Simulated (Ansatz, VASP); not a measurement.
# Au: VASP beside Ansatz

```
Au
1.0
     0.00000    2.02296    2.02296
     2.02296    0.00000    2.02296
     2.02296    2.02296    0.00000
Au
1
Direct
  0.00000 0.00000 0.00000
```

Alike in both runs: task single point; functional LDA; k mesh 13 × 13 × 13; occupations gaussian, width 0.01 eV; no spin polarisation.

```csv
,VASP,Ansatz
version,VASP 6.6.1,Ansatz 0.2.0
potentials or method,"VASP PAW LDA potentials, release 64 (Au)","plane waves (420 eV) with PAW, scalar-relativistic"
plane-wave cutoff (eV),520,420
valence electrons in the cell,11,19
```

```csv
,VASP,Ansatz,Ansatz less VASP
pressure (GPa),0.3,-0.2,-0.49
```

The two sets of potentials don't hold the same shells in valence. Ansatz warned: «pseudo_functional_mismatch».

The runs have no spin-orbit coupling, so splittings on Au are missing.
